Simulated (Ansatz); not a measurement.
# Sr: which structure wins, with spin-orbit coupling

Aim: relax Sr in several structures (fcc, bcc, hcp) and rank them by energy, with spin-orbit coupling. The runs shown use PAW and LAPW.

Method: DFT PBE, with the methods named in each step, in Ansatz 0.2.0.

## 1. The starting structure

Symmetry: Fm-3m, No. 225, cubic system. Conventional cell: a = 6.038 Å, b = 6.038 Å, c = 6.038 Å, α = 90.00°, β = 90.00°, γ = 90.00°. Around Sr (site symmetry m-3m) lie 12 Sr at 4.27 Å.

As a file:

```
CELL_PARAMETERS angstrom
0.00000 3.01914 3.01914
3.01914 0.00000 3.01914
3.01914 3.01914 0.00000
ATOMIC_POSITIONS crystal
Sr 0.00000 0.00000 0.00000
```

## 2. Fcc relaxed, PAW

File input.yaml:

```yaml
crystal:
  lattice:
    - [0.0, 3.0191369257, 3.0191369257]
    - [3.0191369257, 0.0, 3.0191369257]
    - [3.0191369257, 3.0191369257, 0.0]
  atoms:
    - { symbol: Sr, position: [0.0, 0.0, 0.0] }
kpoints:
  mp_grid: { grid: [12, 12, 12] }
scf:
  occupations: { method: fermi_dirac, width: 0.05 }
hamiltonian:
  xc: pbe
  pseudopotentials: { kind: paw_fr }
output:
  forces: true
  stress: true
relax:
  f_tol: 0.005
  max_steps: 40
  cell: {}
magnetization:
  noncollinear: true
  spin_orbit: true
```

The run is started by

```
$ ansatz run input.yaml --threads 2 --pin off --max-ram 5120MiB --backend cpu --events-out ev --progress --plain --runs-dir out
```

What it wrote (excerpt; [...] marks lines left out):

```text
[...]
Pseudopotentials: kind: paw_fr
Pseudopotential: Sr, paw_fr, valence charge 10, recommended cutoff 420 eV (normal)#standard-fr
Functional definition: PBE
[...]
non-collinear run that drives no moment, with spin-orbit: no starting moment large enough to seed its density (crystal.atoms[].spin), no starting occupations that ask for one, no magnetisation constraint and no magnetic field, so the semilocal B_xc is pinned to zero
Crystal: 1 atoms, lattice volume = 55.040 Å³
Basis set: ecut = 420 eV, 1067 PW (Γ), exchange–correlation on 60×60×60 points (8 copies of the dense FFT grid, shifted against one another)
Bands: 18, of which v1, the nominal top of the filled ones, is band 10 counted from 1 (9 counted from 0)
Symmetry: 48 space group operations + 48 with time reversal
Magnetic group: BNS 225.117 (UNI 1619), of the structure as read, at distance tolerance 3.8e-5 Å
k-points: 72 of 1728
Projection manifold: j_resolved (fully-relativistic pseudo-atomic orbitals)
[...]
SCF iter   1: F=—  HF=-3544.830533 eV  |F-HF|=—  |Δ(HF+E_count)|=         —  Δρ=5.21e-3  dr2=1.80e-2  dr2_m=0.00e0 (ungated)  ethr=3.10e-3  |M|=0.00e0 ∫|m|=0.00e0 μB  |m|>n=0.0e0 m-floor=0.0e0 τ_xc=0.0e0  β_m=0.30  ⟨swp⟩=8.6  Hψ=4577  notcnv=0  defer=4
[...]
relax step   3: F+E_penalty+E_count = -3544.83734522 eV  Δ(F+E_penalty+E_count) = +1.046e-6 eV  max|allowed force component| = 0.000e0 eV/Å  Δτ_max = 0.0000 Å  P = -0.037 GPa  Ω = 54.957 Å³  stress off target by 3.70e-2 GPa  SCF on the basis re-selected at this cell (its energy is not [...]
SCF converged after 3 iterations
Magnetization: |M| = 0.0000 μB,  M = (+0.0000, +0.0000, +0.0000) μB
Absolute magnetization: 0.0000 μB (∫|m|)
  site 0: m = (+0.0000, +0.0000, +0.0000) μB, |m| = 0.0000 μB  (R = 1.76 Å)
Free energy (F): -3544.837345 eV
[...]
E sigma→0 (E₀):  -3544.831492 eV
Entropy (-TS):   -0.011707 eV (-11.707 meV/atom)
Fermi energy:    5.071187 eV
[...]
--- Forces (eV/Å), atoms counted from 1 ---
  atom   1  Sr    -0.00000000    -0.00000000     0.00000000
[...]
--- Stress (GPa, compression-positive) ---
       -0.036988       0.000000       0.000000
        0.000000      -0.036988       0.000000
        0.000000       0.000000      -0.036988
  P = ⅓ Tr σ = -0.0370 GPa (-0.370 kbar)
--- Relaxed structure (2 steps of the walk, 2 accepted, 1 SCFs on fresh bases) ---
  F+E_penalty+E_count = -3544.83734522 eV   max|allowed force component| = 0.000e0 eV/Å   (the final SCF, on the basis selected at the relaxed cell)
  cell:  # Å, volume = 54.9571 Å³
    - [-1.0349974441819167e-35, 3.017620816230981, 3.017620816230981]
    - [3.017620816230981, -1.9107645123358462e-35, 3.017620816230981]
    - [3.017620816230981, 3.017620816230981, -1.353458196237891e-35]
  atoms:
    - { symbol: Sr, position: [0.0, 0.0, 0.0] }
```

Run time: 7.3 s. Hardware: 2 threads of Arm Neoverse V2, shared host; peak memory 0.42 GiB.

Relaxation path:

```csv
step,energy from step 1 (eV/cell),largest force component (eV/Å),pressure (GPa),volume (Å³)
1,0.0000,0.0000,-0.05,55.04
2,0.0000,0.0000,-0.04,54.96
3,0.0000,0.0000,-0.04,54.96
```

Step 1 is the start. Step 3 repeats the geometry before on a plane-wave basis chosen anew for that cell, so the energy can jump there without any move; the table keeps such jumps.

| input's cell | before | after | change |
| --- | --- | --- | --- |
| a (Å) | 4.270 | 4.268 | -0.1 % |
| b (Å) | 4.270 | 4.268 | -0.1 % |
| c (Å) | 4.270 | 4.268 | -0.1 % |
| volume (Å³/atom) | 55.04 | 54.96 | -0.2 % |

## 3. Fcc relaxed, LAPW

File input.yaml:

```yaml
crystal:
  lattice:
    - [0.0, 3.0176208162, 3.0176208162]
    - [3.0176208162, 0.0, 3.0176208162]
    - [3.0176208162, 3.0176208162, 0.0]
  atoms:
    - { symbol: Sr, position: [0.0, 0.0, 0.0] }
kpoints:
  mp_grid: { grid: [12, 12, 12] }
scf:
  occupations: { method: fermi_dirac, width: 0.05 }
hamiltonian:
  xc: pbe
  pseudopotentials: { kind: all_electron, lapw: { basis_error: 0.0005 } }
output:
  forces: true
  stress: true
  eigenvalues: true
  populations: true
relax:
  f_tol: 0.005
  max_steps: 25
  cell: {}
magnetization:
  noncollinear: true
  spin_orbit: true
```

The run is started by

```
$ ansatz run input.yaml --threads 2 --pin off --max-ram 5120MiB --backend cpu --events-out ev --progress --plain --runs-dir out
```

What it wrote (excerpt; [...] marks lines left out):

```text
[...]
Sr: projections on atomic orbitals take those of the free atom 1s2 2s2 2p6 3s2 3p6 3d10 4s2 4p6 5s2, of charge +0.00 (hamiltonian.pseudopotentials.projection_atoms)
LAPW: plane waves up to 4.708 Å⁻¹, error target 5.0e-4 eV per atom; Dirac's equation on spinors; Sr in spheres of 2.070 Å, 20 of its electrons in bands
[...]
Pseudopotentials: kind: all_electron
Pseudopotential: Sr, LAPW, valence charge 20, Dirac's equation, gaussian nucleus
[... 1 set-up line as earlier in the session ...]
[...]
non-collinear run that drives no moment, with spin-orbit: no starting moment large enough to seed its density (crystal.atoms[].spin), no starting occupations that ask for one, no magnetisation constraint and no magnetic field, so the semilocal B_xc is pinned to zero
Crystal: 1 atoms, lattice volume = 54.957 Å³
Basis set: ecut = 84.46568242067458 eV, 113 PW (Γ), exchange–correlation at level 2
[...]
Entropy (-TS):   -0.011709 eV (-11.709 meV/atom)
Fermi energy:    5.966313 eV
[...]
--- Forces (eV/Å), atoms counted from 1 ---
  atom   1  Sr     0.00000000    -0.00000000    -0.00000000
[...]
--- Stress (GPa, compression-positive) ---
       -0.036694       0.000000       0.000000
        0.000000      -0.036694       0.000000
        0.000000       0.000000      -0.036694
  P = ⅓ Tr σ = -0.0367 GPa (-0.367 kbar)
--- Band table (eV; the first three rows and the last of 72) ---
[...]
--- Relaxed structure (1 steps of the walk, 1 accepted, 1 SCFs on fresh bases) ---
  F+E_penalty+E_count = -86527.43440164 eV   max|allowed force component| = 0.000e0 eV/Å   (the final SCF, on the basis selected at the relaxed cell)
  cell:  # Å, volume = 54.9571 Å³
    - [0.0, 3.0176208162, 3.0176208162]
    - [3.0176208162, 0.0, 3.0176208162]
    - [3.0176208162, 3.0176208162, 0.0]
  atoms:
    - { symbol: Sr, position: [0.0, 0.0, 0.0] }
--- Löwdin populations: 1 site ---
  site symbol       q [e]
     0     Sr     37.5334
  spilling = 0.012280 (of n_electrons = 38.000000)
```

Wall time 24 s (2 threads of Arm Neoverse V2, shared host); peak memory 0.37 GiB.

Step by step:

```csv
step,energy from step 1 (eV/cell),largest force component (eV/Å),pressure (GPa),volume (Å³)
1,0.0000,0.0000,-0.04,54.96
2,0.0000,0.0000,-0.04,54.96
```

Step 1 is the start. Step 2 repeats the geometry before on a plane-wave basis chosen anew for that cell, so the energy can jump there without any move; the table keeps such jumps.

| input's cell | before | after | change |
| --- | --- | --- | --- |
| a (Å) | 4.268 | 4.268 | -0.0 % |
| b (Å) | 4.268 | 4.268 | -0.0 % |
| c (Å) | 4.268 | 4.268 | -0.0 % |
| volume (Å³/atom) | 54.96 | 54.96 | -0.0 % |

This run gives: pressure -0.04 GPa; no gap.

## 4. Bcc relaxed, PAW

File input.yaml:

```yaml
crystal:
  lattice:
    - [-2.396290566, 2.396290566, 2.396290566]
    - [2.396290566, -2.396290566, 2.396290566]
    - [2.396290566, 2.396290566, -2.396290566]
  atoms:
    - { symbol: Sr, position: [0.0, 0.0, 0.0] }
kpoints:
  mp_grid: { grid: [12, 12, 12] }
scf:
  occupations: { method: fermi_dirac, width: 0.05 }
hamiltonian:
  xc: pbe
  pseudopotentials: { kind: paw_fr }
output:
  forces: true
  stress: true
relax:
  f_tol: 0.005
  max_steps: 40
  cell: {}
magnetization:
  noncollinear: true
  spin_orbit: true
```

The run is started by

```
$ ansatz run input.yaml --threads 2 --pin off --max-ram 5120MiB --backend cpu --events-out ev --progress --plain --runs-dir out
```

What it wrote:

```text
Engine: ansatz 0.2.0
[... 3 set-up lines as earlier in the session ...]
  parameter kappa = 0.804
  parameter beta = 0.06672455060314922
  exchange = pbe_x(kappa = kappa, mu = beta*pi^2/3)
  correlation = pbe_c(beta = beta)
non-collinear run that drives no moment, with spin-orbit: no starting moment large enough to seed its density (crystal.atoms[].spin), no starting occupations that ask for one, no magnetisation constraint and no magnetic field, so the semilocal B_xc is pinned to zero
Crystal: 1 atoms, lattice volume = 55.040 Å³
Basis set: ecut = 420 eV, 1061 PW (Γ), exchange–correlation on 60×60×60 points (8 copies of the dense FFT grid, shifted against one another)
Bands: 18, of which v1, the nominal top of the filled ones, is band 10 counted from 1 (9 counted from 0)
[... 1 set-up line as earlier in the session ...]
Magnetic group: BNS 229.141 (UNI 1643), of the structure as read, at distance tolerance 3.8e-5 Å
k-points: 72 of 1728
Projection manifold: j_resolved (fully-relativistic pseudo-atomic orbitals)
Non-local potential: Sr, projectors of the file, l = 0: 3, l = 1: 4, l = 2: 4
PAW form: soft (Blöchl's): semilocal exchange-correlation on the pseudo side does not see the compensation charge
PAW one-centre angular grid: Sr, 110 points (default); XC on 64 Gauss nodes
Initial density: superposition of atomic densities (chi_scale 0.1, normalization cell)
Initial wavefunctions: pseudopotential atomic-orbital guess
Functional: x = pbe(κ = 0.804, μ = 0.2195149727645171), c = pbe(β = 0.06672455060314922)
SCF iter   1: F=—  HF=-3544.820762 eV  |F-HF|=—  |Δ(HF+E_count)|=         —  Δρ=5.04e-3  dr2=1.21e-2  dr2_m=0.00e0 (ungated)  ethr=3.10e-3  |M|=0.00e0 ∫|m|=0.00e0 μB  |m|>n=0.0e0 m-floor=0.0e0 τ_xc=0.0e0  β_m=0.30  ⟨swp⟩=8.2  Hψ=4444  notcnv=0  defer=2
preconditioner: auto → Kerker (q_TF=auto, 2.053 Å⁻¹)  [metal: Δε(μ)=0.012 eV  Ē_g=3.509 eV  σ=0.050 eV  W_gap=0.06  n_scr=12 (ndim 8)  ℏωp=7.1 eV  f_vac=0.000  D(μ)=1.30/eV (n_scr^D=12)]
spin=Noncollinear: Kerker preconditioning applied to the charge; magnetization (m_x, m_y, m_z) channels mix plain (no charge-response kernel on spin).
SCF iter   2: F=—  HF=-3544.824456 eV  |F-HF|=—  |Δ(HF+E_count)|=   3.69e-3  Δρ=4.02e-3  dr2=8.24e-3  dr2_m=0.00e0 (ungated)  ethr=1.21e-4  |M|=0.00e0 ∫|m|=0.00e0 μB  |m|>n=0.0e0 m-floor=0.0e0 τ_xc=0.0e0  β_m=0.54  ⟨swp⟩=1.5  Hψ=996  notcnv=0  defer=26
SCF iter   3: F=—  HF=-3544.829710 eV  |F-HF|=—  |Δ(HF+E_count)|=   5.25e-3  Δρ=8.47e-4  dr2=6.62e-4  dr2_m=0.00e0 (ungated)  ethr=8.24e-5  |M|=0.00e0 ∫|m|=0.00e0 μB  |m|>n=0.0e0 m-floor=0.0e0 τ_xc=0.0e0  β_m=0.82  ⟨swp⟩=2.1  Hψ=930  notcnv=0  defer=26
SCF iter   4: F=—  HF=-3544.829877 eV  |F-HF|=—  |Δ(HF+E_count)|=   1.67e-4  Δρ=1.98e-4  dr2=2.27e-5  dr2_m=0.00e0 (ungated)  ethr=6.62e-6  |M|=0.00e0 ∫|m|=0.00e0 μB  |m|>n=0.0e0 m-floor=0.0e0 τ_xc=0.0e0  β_m=0.84  ⟨swp⟩=2.0  Hψ=841  notcnv=0  defer=26
SCF iter   5: F=—  HF=-3544.829884 eV  |F-HF|=—  |Δ(HF+E_count)|=   6.87e-6  Δρ=4.14e-5  dr2=5.11e-7  dr2_m=0.00e0 (ungated)  ethr=2.27e-7  |M|=0.00e0 ∫|m|=0.00e0 μB  |m|>n=0.0e0 m-floor=0.0e0 τ_xc=0.0e0  β_m=0.92  ⟨swp⟩=2.1  Hψ=842  notcnv=0  defer=26
SCF iter   6: F=-3544.829885 eV  HF=-3544.829885 eV  |F-HF|=1.27e-8  |Δ(HF+E_count)|=   7.19e-7  Δρ=4.75e-6  dr2=7.28e-9  dr2_m=0.00e0 (ungated)  ethr=1.00e-9  |M|=0.00e0 ∫|m|=0.00e0 μB  |m|>n=0.0e0 m-floor=0.0e0 τ_xc=0.0e0  ⟨swp⟩=5.1  Hψ=2334  notcnv=0
SCF 1 converged in 6 iterations: F = -3544.829885 eV  dr2 = 7.28e-9
relax step   1: F+E_penalty+E_count = -3544.82988463 eV  Δ(F+E_penalty+E_count) = +0.000e0 eV  max|allowed force component| = 0.000e0 eV/Å  Δτ_max = 0.0000 Å  P = -0.238 GPa  Ω = 55.040 Å³  (6 SCF iters, dr2 threshold 1.00e-7 eV, accepted)
Crystal: 1 atoms, lattice volume = 54.683 Å³
Basis set: ecut = 420 eV, 1055 PW (Γ), exchange–correlation on 60×60×60 points (8 copies of the dense FFT grid, shifted against one another)
Projection manifold: j_resolved (fully-relativistic pseudo-atomic orbitals)
Initial density: handed on by an earlier stage of this run
Initial wavefunctions: those handed on with the density
iter 1 solved again at ethr=4.84e-8 eV; its pass at ethr=3.10e-3 eV (dr2=4.84e-6 eV) is discarded
SCF iter   1: F=—  HF=-3544.830342 eV  |F-HF|=—  |Δ(HF+E_count)|=         —  Δρ=6.60e-5  dr2=1.89e-6  dr2_m=0.00e0 (ungated)  ethr=4.84e-8  |M|=0.00e0 ∫|m|=0.00e0 μB  |m|>n=0.0e0 m-floor=0.0e0 τ_xc=0.0e0  β_m=0.30  ⟨swp⟩=3.0  Hψ=4237  notcnv=0
preconditioner: auto → Kerker (q_TF=auto, 2.055 Å⁻¹)  [metal: Δε(μ)=0.027 eV  Ē_g=3.525 eV  σ=0.050 eV  W_gap=0.13  n_scr=12 (ndim 8)  ℏωp=7.1 eV  f_vac=0.000  D(μ)=1.30/eV (n_scr^D=12)]
spin=Noncollinear: Kerker preconditioning applied to the charge; magnetization (m_x, m_y, m_z) channels mix plain (no charge-response kernel on spin).
SCF iter   2: F=—  HF=-3544.830342 eV  |F-HF|=—  |Δ(HF+E_count)|=   2.13e-7  Δρ=5.06e-5  dr2=1.18e-6  dr2_m=0.00e0 (ungated)  ethr=1.89e-8  |M|=0.00e0 ∫|m|=0.00e0 μB  |m|>n=0.0e0 m-floor=0.0e0 τ_xc=0.0e0  β_m=0.65  ⟨swp⟩=1.0  Hψ=648  notcnv=0
SCF iter   3: F=-3544.830342 eV  HF=-3544.830342 eV  |F-HF|=4.92e-9  |Δ(HF+E_count)|=   4.93e-7  Δρ=6.74e-6  dr2=3.38e-8  dr2_m=0.00e0 (ungated)  ethr=1.00e-9  |M|=0.00e0 ∫|m|=0.00e0 μB  |m|>n=0.0e0 m-floor=0.0e0 τ_xc=0.0e0  ⟨swp⟩=3.0  Hψ=2427  notcnv=0
SCF 2 converged in 3 iterations: F = -3544.830342 eV  dr2 = 3.38e-8
relax step   2: F+E_penalty+E_count = -3544.83034236 eV  Δ(F+E_penalty+E_count) = -4.577e-4 eV  max|allowed force component| = 0.000e0 eV/Å  Δτ_max = 0.0000 Å  P = -0.168 GPa  Ω = 54.683 Å³  energy of the carried Pulay correction = +4.574e-6 eV  (3 SCF iters, dr2 threshold 1.00e-7 eV, accepted)
Crystal: 1 atoms, lattice volume = 53.850 Å³
Projection manifold: j_resolved (fully-relativistic pseudo-atomic orbitals)
iter 1 solved again at ethr=2.81e-7 eV; its pass at ethr=3.10e-3 eV (dr2=2.81e-5 eV) is discarded
SCF iter   1: F=—  HF=-3544.830777 eV  |F-HF|=—  |Δ(HF+E_count)|=         —  Δρ=1.66e-4  dr2=1.17e-5  dr2_m=0.00e0 (ungated)  ethr=2.81e-7  |M|=0.00e0 ∫|m|=0.00e0 μB  |m|>n=0.0e0 m-floor=0.0e0 τ_xc=0.0e0  β_m=0.30  ⟨swp⟩=3.0  Hψ=4284  notcnv=0
preconditioner: auto → Kerker (q_TF=auto, 2.061 Å⁻¹)  [metal: Δε(μ)=0.007 eV  Ē_g=3.549 eV  σ=0.050 eV  W_gap=0.03  n_scr=12 (ndim 8)  ℏωp=7.2 eV  f_vac=0.000  D(μ)=1.26/eV (n_scr^D=12)]
spin=Noncollinear: Kerker preconditioning applied to the charge; magnetization (m_x, m_y, m_z) channels mix plain (no charge-response kernel on spin).
SCF iter   2: F=—  HF=-3544.830779 eV  |F-HF|=—  |Δ(HF+E_count)|=   1.63e-6  Δρ=1.28e-4  dr2=7.39e-6  dr2_m=0.00e0 (ungated)  ethr=1.17e-7  |M|=0.00e0 ∫|m|=0.00e0 μB  |m|>n=0.0e0 m-floor=0.0e0 τ_xc=0.0e0  β_m=0.64  ⟨swp⟩=1.0  Hψ=648  notcnv=0
SCF iter   3: F=—  HF=-3544.830783 eV  |F-HF|=—  |Δ(HF+E_count)|=   3.47e-6  Δρ=1.66e-5  dr2=2.05e-7  dr2_m=0.00e0 (ungated)  ethr=7.39e-8  |M|=0.00e0 ∫|m|=0.00e0 μB  |m|>n=0.0e0 m-floor=0.0e0 τ_xc=0.0e0  β_m=0.82  ⟨swp⟩=2.0  Hψ=754  notcnv=0
SCF iter   4: F=-3544.830783 eV  HF=-3544.830783 eV  |F-HF|=8.54e-10  |Δ(HF+E_count)|=   1.01e-7  Δρ=1.94e-6  dr2=1.73e-9  dr2_m=0.00e0 (ungated)  ethr=7.04e-10  |M|=0.00e0 ∫|m|=0.00e0 μB  |m|>n=0.0e0 m-floor=0.0e0 τ_xc=0.0e0  ⟨swp⟩=4.9  Hψ=2124  notcnv=0
SCF 3 converged in 4 iterations: F = -3544.830783 eV  dr2 = 1.73e-9
relax step   3: F+E_penalty+E_count = -3544.83078271 eV  Δ(F+E_penalty+E_count) = -4.403e-4 eV  max|allowed force component| = 0.000e0 eV/Å  Δτ_max = 0.0000 Å  P = +0.005 GPa  Ω = 53.850 Å³  energy of the carried Pulay correction = +1.536e-5 eV  (4 SCF iters, dr2 threshold 7.04e-8 eV, accepted)
Projection manifold: j_resolved (fully-relativistic pseudo-atomic orbitals)
Initial wavefunctions: pseudopotential atomic-orbital guess (no wavefunctions were taken with the density)
iter 1 solved again at ethr=5.74e-8 eV; its pass at ethr=3.10e-3 eV (dr2=5.74e-6 eV) is discarded
SCF iter   1: F=—  HF=-3544.830766 eV  |F-HF|=—  |Δ(HF+E_count)|=         —  Δρ=8.60e-6  dr2=7.03e-9  dr2_m=0.00e0 (ungated)  ethr=5.74e-8  |M|=0.00e0 ∫|m|=0.00e0 μB  |m|>n=0.0e0 m-floor=0.0e0 τ_xc=0.0e0  β_m=0.30  ⟨swp⟩=4.8  Hψ=6781  notcnv=0
preconditioner: auto → Kerker (q_TF=auto, 2.061 Å⁻¹)  [metal: Δε(μ)=0.007 eV  Ē_g=3.549 eV  σ=0.050 eV  W_gap=0.04  n_scr=12 (ndim 8)  ℏωp=7.2 eV  f_vac=0.000  D(μ)=1.26/eV (n_scr^D=12)]
spin=Noncollinear: Kerker preconditioning applied to the charge; magnetization (m_x, m_y, m_z) channels mix plain (no charge-response kernel on spin).
SCF iter   2: F=—  HF=-3544.830768 eV  |F-HF|=—  |Δ(HF+E_count)|=   1.39e-6  Δρ=5.98e-6  dr2=3.52e-9  dr2_m=0.00e0 (ungated)  ethr=7.03e-11  |M|=0.00e0 ∫|m|=0.00e0 μB  |m|>n=0.0e0 m-floor=0.0e0 τ_xc=0.0e0  β_m=0.64  ⟨swp⟩=2.3  Hψ=1047  notcnv=0
SCF iter   3: F=—  HF=-3544.830768 eV  |F-HF|=—  |Δ(HF+E_count)|=   8.00e-9  Δρ=7.26e-7  dr2=1.30e-10  dr2_m=0.00e0 (ungated)  ethr=3.52e-11  |M|=0.00e0 ∫|m|=0.00e0 μB  |m|>n=0.0e0 m-floor=0.0e0 τ_xc=0.0e0  β_m=0.82  ⟨swp⟩=2.0  Hψ=1013  notcnv=0
SCF iter   4: F=-3544.830768 eV  HF=-3544.830768 eV  |F-HF|=2.73e-12  |Δ(HF+E_count)|=  1.12e-10  Δρ=1.68e-7  dr2=7.79e-12  dr2_m=0.00e0 (ungated)  ethr=1.00e-12  |M|=0.00e0 ∫|m|=0.00e0 μB  |m|>n=0.0e0 m-floor=0.0e0 τ_xc=0.0e0  ⟨swp⟩=4.8  Hψ=2871  notcnv=0
SCF 4 converged in 4 iterations: F = -3544.830768 eV  dr2 = 7.79e-12
relax step   4: F+E_penalty+E_count = -3544.83076786 eV  Δ(F+E_penalty+E_count) = +1.485e-5 eV  max|allowed force component| = 0.000e0 eV/Å  Δτ_max = 0.0000 Å  P = +0.005 GPa  Ω = 53.850 Å³  stress off target by 4.68e-3 GPa  SCF on the basis re-selected at this cell (its energy is not comparable with the rows above)  (4 SCF iters)
basis re-selected at this cell: Δ(F+E_penalty+E_count) = +1.485e-5 eV, ΔP = -0.000 GPa vs the last step (what re-selecting the basis moved, of the pressure what is left beyond the Pulay correction that the steps carried, after the strain that the cell walked since its last selection, with what the two solves' SCF thresholds leave and, on support functions, any second-order correction that the steps lacked; it is no measure of the basis error at this ecutwfc). This SCF's stress stands 4.68e-3 GPa from its target on what of the cell is left free (relax.cell.stress_tol is 5.00e-2 GPa) and its largest allowed force component is 0.00e0 eV/Å (relax.f_tol is 5.00e-3 eV/Å): within both
SCF converged after 4 iterations
Magnetization: |M| = 0.0000 μB,  M = (+0.0000, +0.0000, +0.0000) μB
Absolute magnetization: 0.0000 μB (∫|m|)
  site 0: m = (+0.0000, +0.0000, +0.0000) μB, |m| = 0.0000 μB  (R = 1.70 Å)
Free energy (F): -3544.830768 eV
Harris-Foulkes:  -3544.830768 eV  (|F-HF|=2.73e-12)
Internal energy: -3544.820283 eV  (E = F + TS)
E sigma→0 (E₀):  -3544.825525 eV
Entropy (-TS):   -0.010485 eV (-10.485 meV/atom)
Fermi energy:    5.226695 eV
--- Per-component energies (eV) ---
  E_band       = -134.503575
  E_kinetic    = 241.633229
  E_local      = -765.056845  (includes V_loc(G=0)·N_el)
  E_nonlocal   = 202.821235
  E_hartree    = 193.105429
  E_xc         = -171.277766
  E_vxc        = -159.353972  (∫ρ·V_xc dr)
  E_paw        = -2695.330274  (= ΣΔE_a)
  E_vpaw       = -40.758036  (= ΣTr[D̂ρ^β])
  E_aug_tail   = -0.000001  (compensation charges beyond the density's cutoff)
  E_ewald      = -550.715290
  E_smearing   = -0.010485  (= −TS)
  E_closure    = -0.000000  (closes the sum)
  Σ components = -3544.830768   (vs F -3544.830768, Δ=0.00e0)
--- Forces (eV/Å), atoms counted from 1 ---
  atom   1  Sr     0.00000000    -0.00000000    -0.00000000
  max |Σ_I F_I| component: 1.07e-31 eV/Å
--- Stress (GPa, compression-positive) ---
        0.004677      -0.000000       0.000000
        0.000000       0.004677       0.000000
       -0.000000       0.000000       0.004677
  P = ⅓ Tr σ = 0.0047 GPa (0.047 kbar)
--- Relaxed structure (3 steps of the walk, 3 accepted, 1 SCFs on fresh bases) ---
  F+E_penalty+E_count = -3544.83076786 eV   max|allowed force component| = 0.000e0 eV/Å   (the final SCF, on the basis selected at the relaxed cell)
  cell:  # Å, volume = 53.8498 Å³
    - [-2.3788912540959353, 2.3788912540959353, 2.3788912540959353]
    - [2.3788912540959353, -2.3788912540959353, 2.3788912540959353]
    - [2.3788912540959353, 2.3788912540959353, -2.3788912540959353]
  atoms:
    - { symbol: Sr, position: [0.0, 0.0, 0.0] }
```

It took 9 s on 2 threads of Arm Neoverse V2, shared host; peak memory 0.42 GiB.

The steps of the relaxation:

```csv
step,energy from step 1 (eV/cell),largest force component (eV/Å),pressure (GPa),volume (Å³)
1,0.0000,0.0000,-0.24,55.04
2,-0.0005,0.0000,-0.17,54.68
3,-0.0009,0.0000,0.00,53.85
4,-0.0009,0.0000,0.00,53.85
```

Step 1 is the start. Step 4 repeats the geometry before on a plane-wave basis chosen anew for that cell, so the energy can jump there without any move; the table keeps such jumps.

| input's cell | before | after | change |
| --- | --- | --- | --- |
| a (Å) | 4.150 | 4.120 | -0.7 % |
| b (Å) | 4.150 | 4.120 | -0.7 % |
| c (Å) | 4.150 | 4.120 | -0.7 % |
| volume (Å³/atom) | 55.04 | 53.85 | -2.2 % |

[end of part 1 of 2]
